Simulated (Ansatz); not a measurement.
Take RuO2 in the rutile structure (space group P4_2/mnm, No. 136) as the base.

Space group P4₂/mnm (No. 136); a = 4.4673 Å, b = 4.4673 Å, c = 3.0926 Å, α = 90.00°, β = 90.00°, γ = 90.00°

| atom | site | symmetry | x | y | z |
|---|---|---|---|---|---|
| Ru | 2a | m.mm | 0.0000 | 0.0000 | 0.0000 |
| O | 4f | m.2m | 0.3061 | 0.3061 | 0.0000 |

Method: PBEsol in Ansatz (plane waves to 420 eV, PAW, no SOC), earlier PAW set.

One change was made to it. Results:

```csv
quantity,base,after
density,7.16 g/cm³,8.58 g/cm³
band gap,zero,zero
c/a ratio,0.692,0.728
```

**Question.** Which of these changes matches the shifts?
(A) pressure 15 GPa
(B) pressure 3 GPa
(C) pressure 75 GPa

**Answer.** C, pressure 75 GPa. For comparison, the density in the other runs: pressure 15 GPa gives 7.51 g/cm³; pressure 3 GPa gives 7.24 g/cm³.

Load acts through the strain it causes; cell and atoms are relaxed under it. Whether these cells are dynamically stable was not tested. No other phases were tried under pressure. No Hubbard U is applied, and correlation can decide whether such a compound is a metal. The final runs are not spin-polarised.

Ansatz is an electronic-structure program.
